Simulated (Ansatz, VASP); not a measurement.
## C in VASP and in Ansatz

Contents of INCAR:

```
SYSTEM = C
  PREC = Accurate
  ENCUT = 600
  EDIFF = 1E-7
  ISMEAR = 0
  SIGMA = 0.1
  LREAL = .FALSE.
  LASPH = .TRUE.
  NELM = 100
  ALGO = Normal
  ISIF = 3
  LWAVE = .FALSE.
  LCHARG = .FALSE.
  IBRION = 2
  NSW = 70
  EDIFFG = -0.005
```

The input KPOINTS:

```
Automatic mesh
0
G
  21 21 6
  0 0 0
```

POSCAR

```
C
1.0
    2.4649634469      0.0000000000      0.0000000000
   -1.2324817235      2.1347209644      0.0000000000
    0.0000000000      0.0000000000      6.7405387673
C
4
Direct
    0.0000000000      0.0000000000      0.0025000114
    0.0000000000      0.0000000000      0.5025000114
    0.3333333333      0.6666666667      0.0024999886
    0.6666666667      0.3333333333      0.5024999886
```

Input for Ansatz:

```yaml
crystal:
  lattice:
    - [2.4649634469, 0.0, 0.0]
    - [-1.2324817235, 2.1347209644, 0.0]
    - [0.0, 0.0, 6.7405387673]
  atoms:
    - { symbol: C, position: [0.0, 0.0, 0.0025000114] }
    - { symbol: C, position: [0.0, 0.0, 0.5025000114] }
    - { symbol: C, position: [0.3333333333, 0.6666666667, 0.0024999886] }
    - { symbol: C, position: [0.6666666667, 0.3333333333, 0.5024999886] }
basis:
  ecutwfc: 420
kpoints:
  mp_grid: { grid: [21, 21, 6] }
hamiltonian:
  xc: lda
scf:
  occupations: { method: gaussian, width: 0.1 }
output:
  forces: true
  stress: true
  eigenvalues: true
relax:
  adjacent_minimum: "off"
  f_tol: 0.005
  max_steps: 50
  cell: { stress_tol: 0.05 }
```

Alike in both runs: task relaxation of cell and atoms; functional LDA; k mesh 21 × 21 × 6; occupations gaussian, width 0.1 eV; no spin polarisation.

```csv
,VASP,Ansatz
version,VASP 6.6.1,Ansatz 0.2.0
potentials or method,"VASP PAW LDA potentials, release 64 (C)","scalar-relativistic, plane waves, PAW"
plane-wave cutoff (eV),600,420
valence electrons in the cell,16,16
```

Ansatz gave:

- gap on the k mesh at the Fermi level, each at its own relaxed structure (eV): none
- relaxed volume (Å³/atom): 8.61
- relaxed cell length with the largest relative difference (Å): 6.652
- energy change over the relaxation (meV/atom): -5

**Question.** Estimate VASP's values.

**Answer.** gap on the k mesh at the Fermi level, each at its own relaxed structure (eV): none; relaxed volume (Å³/atom): 8.50; relaxed cell length with the largest relative difference (Å): 6.563; energy change over the relaxation (meV/atom): -5.

A gap of «none» marks a metal or a gap that the smearing closes.

LDA usually gives volumes a few per cent too small. Zero-point motion and thermal expansion aren't in these numbers.
